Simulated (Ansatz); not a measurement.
The cell is built from the bcc type as a first guess.

Zn: DFT, PBE, PAW with Ansatz's default frozen-core files, scalar-relativistic (Ansatz 0.2.0).

The relaxation starts from this cell:

```xyz
1
Lattice="-1.4931 1.4931 1.4931 1.4931 -1.4931 1.4931 1.4931 1.4931 -1.4931" Properties=species:S:1:pos:R:3 pbc="T T T"
Zn    0.0000    0.0000    0.0000
```

Output:

```
Engine: ansatz 0.2.0
Pseudopotentials: kind: paw
Pseudopotential: Zn, paw, valence charge 12, recommended cutoff 420 eV (normal)
Functional definition: PBE
  parameter kappa = 0.804
  parameter beta = 0.06672455060314922
  exchange = pbe_x(kappa = kappa, mu = beta*pi^2/3)
  correlation = pbe_c(beta = beta)
Crystal: 1 atoms, lattice volume = 13.315 Å³
Basis set: ecut = 420 eV, 249 PW (Γ), exchange–correlation on 36×36×36 points (8 copies of the dense FFT grid, shifted against one another)
Bands: 10, of which v1, the nominal top of the filled ones, is band 6 counted from 1 (5 counted from 0)
Symmetry: 48 space group operations
Space group: Im-3m (ITA 229), of the structure as read, at distance tolerance 2.4e-5 Å
k-points: 165 of 4913
Non-local potential: Zn, projectors of the file, l = 0: 2, l = 1: 2, l = 2: 3, l = 3: 1
PAW form: soft (Blöchl's): semilocal exchange-correlation on the pseudo side does not see the compensation charge
PAW one-centre angular grid: Zn, 590 points (default); XC on 64 Gauss nodes
Initial density: superposition of atomic densities (neutral atoms: chi_scale 0, normalization atom), corrected by the library's trained network
Initial wavefunctions: pseudopotential atomic-orbital guess
Functional: x = pbe(κ = 0.804, μ = 0.2195149727645171), c = pbe(β = 0.06672455060314922)
SCF iter   1: F=—  HF=-3318.873156 eV  |F-HF|=—  |Δ(HF+E_count)|=         —  Δρ=1.79e-3  dr2=2.04e-4  ethr=1.77e-3  ⟨swp⟩=4.9  Hψ=10804  notcnv=0
preconditioner: auto → none  [metal: Δε(μ)=0.047 eV  Ē_g=18.563 eV  σ=0.050 eV  W_gap=0.23  n_scr=0 (ndim 8)  ℏωp=35.3 eV  f_vac=0.000  D(μ)=0.28/eV (n_scr^D=0)]
SCF iter   2: F=—  HF=-3318.873359 eV  |F-HF|=—  |Δ(HF+E_count)|=   2.03e-4  Δρ=7.63e-4  dr2=3.67e-5  ethr=1.70e-6  ⟨swp⟩=2.1  Hψ=4009  notcnv=0
SCF iter   3: F=—  HF=-3318.873337 eV  |F-HF|=—  |Δ(HF+E_count)|=   2.22e-5  Δρ=3.09e-4  dr2=3.61e-6  ethr=3.06e-7  ⟨swp⟩=2.0  Hψ=2617  notcnv=0  defer=2
SCF iter   4: F=—  HF=-3318.873346 eV  |F-HF|=—  |Δ(HF+E_count)|=   9.15e-6  Δρ=2.75e-5  dr2=4.32e-8  ethr=3.01e-8  ⟨swp⟩=2.7  Hψ=2442  notcnv=0  defer=2
iter 5 did not close the SCF: its close was put off for the readings that it lacked (scf_convergence_deferred on its scf_iter line)
SCF iter   5: F=-3318.873346 eV  HF=-3318.873346 eV  |F-HF|=2.03e-8  |Δ(HF+E_count)|=   7.82e-8  Δρ=7.63e-6  dr2=2.41e-9  ethr=3.60e-10  ⟨swp⟩=2.0  Hψ=2610  notcnv=0  defer=2
SCF iter   6: F=-3318.873346 eV  HF=-3318.873346 eV  |F-HF|=1.36e-12  |Δ(HF+E_count)|=   6.10e-9  Δρ=6.49e-7  dr2=1.50e-11  ethr=2.01e-11  ⟨swp⟩=2.4  Hψ=6119  notcnv=0
SCF 1 converged in 6 iterations: F = -3318.873346 eV  dr2 = 1.50e-11
  greatest PAW one-centre occupation: 0.982 electrons in one spin orbital (limit 2), on the Zn atom at site 0 (counted from 0), in its partial waves of l = 2
relax step   1: F+E_penalty+E_count = -3318.87334598 eV  Δ(F+E_penalty+E_count) = +0.000e0 eV  max|allowed force component| = 0.000e0 eV/Å  Δτ_max = 0.0000 Å  P = +13.406 GPa  Ω = 13.315 Å³  (6 SCF iters, dr2 threshold 1.00e-7 eV, accepted)
Crystal: 1 atoms, lattice volume = 14.345 Å³
Basis set: ecut = 420 eV, 321 PW (Γ), exchange–correlation on 36×36×36 points (8 copies of the dense FFT grid, shifted against one another)
Initial density: handed on by an earlier stage of this run
Initial wavefunctions: those handed on with the density
iter 1 solved again at ethr=6.31e-5 eV; its pass at ethr=3.10e-3 eV (dr2=7.58e-3 eV) is discarded
SCF iter   1: F=—  HF=-3318.933365 eV  |F-HF|=—  |Δ(HF+E_count)|=         —  Δρ=8.94e-3  dr2=8.09e-3  ethr=6.31e-5  ⟨swp⟩=2.1  Hψ=16983  notcnv=0
preconditioner: auto → none  [metal: Δε(μ)=0.042 eV  Ē_g=17.918 eV  σ=0.050 eV  W_gap=0.20  n_scr=0 (ndim 8)  ℏωp=34.0 eV  f_vac=0.000  D(μ)=0.36/eV (n_scr^D=0)]
SCF iter   2: F=—  HF=-3318.931462 eV  |F-HF|=—  |Δ(HF+E_count)|=   1.90e-3  Δρ=3.81e-3  dr2=8.15e-4  ethr=6.31e-5  ⟨swp⟩=2.0  Hψ=3279  notcnv=0
SCF iter   3: F=—  HF=-3318.930613 eV  |F-HF|=—  |Δ(HF+E_count)|=   8.49e-4  Δρ=1.07e-3  dr2=1.59e-4  ethr=6.79e-6  ⟨swp⟩=2.0  Hψ=4099  notcnv=0
SCF iter   4: F=—  HF=-3318.930538 eV  |F-HF|=—  |Δ(HF+E_count)|=   7.48e-5  Δρ=1.57e-4  dr2=1.79e-6  ethr=1.33e-6  ⟨swp⟩=2.1  Hψ=2585  notcnv=0
SCF iter   5: F=—  HF=-3318.930538 eV  |F-HF|=—  |Δ(HF+E_count)|=   7.19e-7  Δρ=1.57e-5  dr2=2.06e-8  ethr=8.33e-10  ⟨swp⟩=3.9  Hψ=7511  notcnv=0
SCF iter   6: F=-3318.930538 eV  HF=-3318.930538 eV  |F-HF|=8.19e-12  |Δ(HF+E_count)|=   3.05e-9  Δρ=1.11e-6  dr2=1.27e-10  ethr=1.72e-10  ⟨swp⟩=2.5  Hψ=5976  notcnv=0
SCF 2 converged in 6 iterations: F = -3318.930538 eV  dr2 = 1.27e-10
  greatest PAW one-centre occupation: 0.983 electrons in one spin orbital (limit 2), on the Zn atom at site 0 (counted from 0), in its partial waves of l = 2
relax step   2: F+E_penalty+E_count = -3318.93053759 eV  Δ(F+E_penalty+E_count) = -5.719e-2 eV  max|allowed force component| = 0.000e0 eV/Å  Δτ_max = 0.0000 Å  P = +5.302 GPa  Ω = 14.345 Å³  energy of the carried Pulay correction = -9.839e-4 eV  (6 SCF iters, dr2 threshold 1.00e-7 eV, accepted)
Crystal: 1 atoms, lattice volume = 15.110 Å³
iter 1 solved again at ethr=2.62e-5 eV; its pass at ethr=3.10e-3 eV (dr2=3.15e-3 eV) is discarded
SCF iter   1: F=—  HF=-3318.946015 eV  |F-HF|=—  |Δ(HF+E_count)|=         —  Δρ=5.59e-3  dr2=3.40e-3  ethr=2.62e-5  ⟨swp⟩=1.8  Hψ=17086  notcnv=0
preconditioner: auto → none  [metal: Δε(μ)=0.072 eV  Ē_g=17.410 eV  σ=0.050 eV  W_gap=0.33  n_scr=0 (ndim 8)  ℏωp=33.1 eV  f_vac=0.000  D(μ)=0.31/eV (n_scr^D=0)]
SCF iter   2: F=—  HF=-3318.945231 eV  |F-HF|=—  |Δ(HF+E_count)|=   7.85e-4  Δρ=2.41e-3  dr2=3.44e-4  ethr=2.62e-5  ⟨swp⟩=2.0  Hψ=3277  notcnv=0
SCF iter   3: F=—  HF=-3318.944880 eV  |F-HF|=—  |Δ(HF+E_count)|=   3.51e-4  Δρ=6.63e-4  dr2=6.74e-5  ethr=2.87e-6  ⟨swp⟩=2.0  Hψ=2636  notcnv=0
SCF iter   4: F=—  HF=-3318.944844 eV  |F-HF|=—  |Δ(HF+E_count)|=   3.63e-5  Δρ=9.65e-5  dr2=1.06e-6  ethr=5.61e-7  ⟨swp⟩=2.0  Hψ=2570  notcnv=0
SCF iter   5: F=-3318.944844 eV  HF=-3318.944844 eV  |F-HF|=2.84e-8  |Δ(HF+E_count)|=   1.69e-7  Δρ=2.92e-5  dr2=5.62e-8  ethr=8.33e-10  ⟨swp⟩=5.0  Hψ=6207  notcnv=0
SCF 3 converged in 5 iterations: F = -3318.944844 eV  dr2 = 5.62e-8
relax step   3: F+E_penalty+E_count = -3318.94484383 eV  Δ(F+E_penalty+E_count) = -1.431e-2 eV  max|allowed force component| = 0.000e0 eV/Å  Δτ_max = 0.0000 Å  P = +1.180 GPa  Ω = 15.110 Å³  energy of the carried Pulay correction = -1.668e-3 eV  (5 SCF iters, dr2 threshold 1.00e-7 eV, accepted)
Crystal: 1 atoms, lattice volume = 15.344 Å³
iter 1 solved again at ethr=3.79e-6 eV; its pass at ethr=3.10e-3 eV (dr2=4.55e-4 eV) is discarded
SCF iter   1: F=—  HF=-3318.945678 eV  |F-HF|=—  |Δ(HF+E_count)|=         —  Δρ=1.48e-3  dr2=2.46e-4  ethr=3.79e-6  ⟨swp⟩=2.1  Hψ=15953  notcnv=0
preconditioner: auto → none  [metal: Δε(μ)=0.105 eV  Ē_g=17.216 eV  σ=0.050 eV  W_gap=0.43  n_scr=0 (ndim 8)  ℏωp=32.8 eV  f_vac=0.000  D(μ)=0.29/eV (n_scr^D=0)]
SCF iter   2: F=—  HF=-3318.945618 eV  |F-HF|=—  |Δ(HF+E_count)|=   6.01e-5  Δρ=5.78e-4  dr2=1.93e-5  ethr=2.05e-6  ⟨swp⟩=2.0  Hψ=2522  notcnv=0
SCF iter   3: F=—  HF=-3318.945591 eV  |F-HF|=—  |Δ(HF+E_count)|=   2.70e-5  Δρ=1.90e-4  dr2=5.46e-6  ethr=1.61e-7  ⟨swp⟩=2.0  Hψ=2644  notcnv=0
SCF iter   4: F=—  HF=-3318.945589 eV  |F-HF|=—  |Δ(HF+E_count)|=   2.27e-6  Δρ=2.97e-5  dr2=1.18e-7  ethr=4.55e-8  ⟨swp⟩=1.6  Hψ=2020  notcnv=0
SCF iter   5: F=-3318.945589 eV  HF=-3318.945589 eV  |F-HF|=9.88e-10  |Δ(HF+E_count)|=   5.07e-9  Δρ=7.11e-6  dr2=3.02e-9  ethr=8.33e-10  ⟨swp⟩=4.9  Hψ=5946  notcnv=0
SCF 4 converged in 5 iterations: F = -3318.945589 eV  dr2 = 3.02e-9
relax step   4: F+E_penalty+E_count = -3318.94558861 eV  Δ(F+E_penalty+E_count) = -7.448e-4 eV  max|allowed force component| = 0.000e0 eV/Å  Δτ_max = 0.0000 Å  P = +0.131 GPa  Ω = 15.344 Å³  energy of the carried Pulay correction = -1.870e-3 eV  (5 SCF iters, dr2 threshold 1.00e-7 eV, accepted)
Crystal: 1 atoms, lattice volume = 15.373 Å³
iter 1 solved again at ethr=5.56e-8 eV; its pass at ethr=3.10e-3 eV (dr2=6.67e-6 eV) is discarded
SCF iter   1: F=—  HF=-3318.945583 eV  |F-HF|=—  |Δ(HF+E_count)|=         —  Δρ=1.79e-4  dr2=3.64e-6  ethr=5.56e-8  ⟨swp⟩=2.0  Hψ=15490  notcnv=0
preconditioner: auto → none  [metal: Δε(μ)=0.108 eV  Ē_g=17.181 eV  σ=0.050 eV  W_gap=0.44  n_scr=0 (ndim 8)  ℏωp=32.8 eV  f_vac=0.000  D(μ)=0.29/eV (n_scr^D=0)]
SCF iter   2: F=—  HF=-3318.945576 eV  |F-HF|=—  |Δ(HF+E_count)|=   7.39e-6  Δρ=7.05e-5  dr2=2.85e-7  ethr=3.03e-8  ⟨swp⟩=2.0  Hψ=2510  notcnv=0
SCF iter   3: F=—  HF=-3318.945576 eV  |F-HF|=—  |Δ(HF+E_count)|=   3.10e-7  Δρ=2.36e-5  dr2=8.42e-8  ethr=3.55e-10  ⟨swp⟩=5.0  Hψ=6200  notcnv=0
SCF iter   4: F=-3318.945576 eV  HF=-3318.945576 eV  |F-HF|=2.49e-10  |Δ(HF+E_count)|=   3.36e-8  Δρ=3.94e-6  dr2=1.39e-9  ethr=3.55e-10  ⟨swp⟩=4.6  Hψ=5433  notcnv=0
SCF 5 converged in 4 iterations: F = -3318.945576 eV  dr2 = 1.39e-9
relax step   5: F+E_penalty+E_count = -3318.94557565 eV  Δ(F+E_penalty+E_count) = +1.296e-5 eV  max|allowed force component| = 0.000e0 eV/Å  Δτ_max = 0.0000 Å  P = +0.004 GPa  Ω = 15.373 Å³  energy of the carried Pulay correction = -1.895e-3 eV  (4 SCF iters, dr2 threshold 4.26e-8 eV, accepted)
Basis set: ecut = 420 eV, 321 PW (Γ), exchange–correlation on 40×40×40 points (8 copies of the dense FFT grid, shifted against one another)
Initial wavefunctions: pseudopotential atomic-orbital guess (no wavefunctions were taken with the density)
iter 1 solved again at ethr=1.03e-6 eV; its pass at ethr=3.10e-3 eV (dr2=1.24e-4 eV) is discarded
SCF iter   1: F=—  HF=-3318.946004 eV  |F-HF|=—  |Δ(HF+E_count)|=         —  Δρ=1.48e-3  dr2=8.76e-6  ethr=1.03e-6  ⟨swp⟩=2.1  Hψ=14633  notcnv=0
preconditioner: auto → none  [metal: Δε(μ)=0.108 eV  Ē_g=17.176 eV  σ=0.050 eV  W_gap=0.44  n_scr=0 (ndim 8)  ℏωp=32.8 eV  f_vac=0.000  D(μ)=0.29/eV (n_scr^D=0)]
SCF iter   2: F=—  HF=-3318.946838 eV  |F-HF|=—  |Δ(HF+E_count)|=   8.34e-4  Δρ=7.82e-4  dr2=6.81e-6  ethr=7.30e-8  ⟨swp⟩=2.0  Hψ=2626  notcnv=0
SCF iter   3: F=—  HF=-3318.947081 eV  |F-HF|=—  |Δ(HF+E_count)|=   2.43e-4  Δρ=2.74e-4  dr2=1.36e-6  ethr=5.67e-8  ⟨swp⟩=2.0  Hψ=2605  notcnv=0
SCF iter   4: F=—  HF=-3318.947110 eV  |F-HF|=—  |Δ(HF+E_count)|=   2.99e-5  Δρ=3.82e-5  dr2=1.10e-8  ethr=1.13e-8  ⟨swp⟩=2.0  Hψ=2591  notcnv=0
SCF iter   5: F=—  HF=-3318.947111 eV  |F-HF|=—  |Δ(HF+E_count)|=   6.82e-7  Δρ=1.47e-6  dr2=2.77e-10  ethr=9.16e-11  ⟨swp⟩=2.2  Hψ=2606  notcnv=0
SCF iter   6: F=-3318.947111 eV  HF=-3318.947111 eV  |F-HF|=7.46e-11  |Δ(HF+E_count)|=  7.82e-11  Δρ=4.27e-7  dr2=2.66e-12  ethr=1.00e-12  ⟨swp⟩=3.9  Hψ=7355  notcnv=0
SCF 6 converged in 6 iterations: F = -3318.947111 eV  dr2 = 2.66e-12
relax step   6: F+E_penalty+E_count = -3318.94711113 eV  Δ(F+E_penalty+E_count) = -1.535e-3 eV  max|allowed force component| = 0.000e0 eV/Å  Δτ_max = 0.0000 Å  P = -0.021 GPa  Ω = 15.373 Å³  stress off target by 2.10e-2 GPa  SCF on the basis re-selected at this cell (its energy is not comparable with the rows above)  (6 SCF iters)
basis re-selected at this cell: Δ(F+E_penalty+E_count) = -1.535e-3 eV, ΔP = -0.025 GPa vs the last step (what re-selecting the basis moved, of the pressure what is left beyond the Pulay correction that the steps carried, after the strain that the cell walked since its last selection, with what the two solves' SCF thresholds leave and, on support functions, any second-order correction that the steps lacked; it is no measure of the basis error at this ecutwfc). The dense FFT grid was sized anew with the basis: this SCF ran on 20×20×20 points, the steps before it on 18×18×18, so part of this shift can come from that change (see relax.cell in the input reference). This SCF's stress stands 2.10e-2 GPa from its target on what of the cell is left free (relax.cell.stress_tol is 5.00e-2 GPa) and its largest allowed force component is 0.00e0 eV/Å (relax.f_tol is 5.00e-3 eV/Å): within both
SCF converged after 6 iterations
Free energy (F): -3318.947111 eV
Harris-Foulkes:  -3318.947111 eV  (|F-HF|=7.46e-11)
Internal energy: -3318.944657 eV  (E = F + TS)
E sigma→0 (E₀):  -3318.945884 eV
Entropy (-TS):   -0.002454 eV (-2.454 meV/atom)
Fermi energy:    10.973199 eV
--- Per-component energies (eV) ---
  E_band       = 47.810936
  E_kinetic    = 130.843988
  E_local      = -1538.093573  (includes V_loc(G=0)·N_el)
  E_nonlocal   = 610.978815
  E_hartree    = 644.404981
  E_xc         = -137.550611
  E_vxc        = -52.386640  (∫ρ·V_xc dr)
  E_paw        = -1825.148685  (= ΣΔE_a)
  E_vpaw       = -392.341264  (= ΣTr[D̂ρ^β])
  E_aug_tail   = -0.000316  (compensation charges beyond the density's cutoff)
  E_ewald      = -1204.379256
  E_smearing   = -0.002454  (= −TS)
  E_closure    = 0.000000  (closes the sum)
  Σ components = -3318.947111   (vs F -3318.947111, Δ=0.00e0)
--- Forces (eV/Å), atoms counted from 1 ---
  atom   1  Zn    -0.00000000     0.00000000    -0.00000000
  max |Σ_I F_I| component: 5.55e-32 eV/Å
--- Stress (GPa, compression-positive) ---
       -0.020950      -0.000000       0.000000
        0.000000      -0.020950       0.000000
       -0.000000      -0.000000      -0.020950
  P = ⅓ Tr σ = -0.0210 GPa (-0.210 kbar)
--- Relaxed structure (5 steps of the walk, 5 accepted, 1 SCFs on fresh bases) ---
  F+E_penalty+E_count = -3318.94711113 eV   max|allowed force component| = 0.000e0 eV/Å   (the final SCF, on the basis selected at the relaxed cell)
  cell:  # Å, volume = 15.3731 Å³
    - [-1.5663937786469717, 1.5663937786469717, 1.5663937786469717]
    - [1.5663937786469717, -1.5663937786469717, 1.5663937786469717]
    - [1.5663937786469717, 1.5663937786469717, -1.5663937786469717]
  atoms:
    - { symbol: Zn, position: [0.0, 0.0, 0.0] }
```
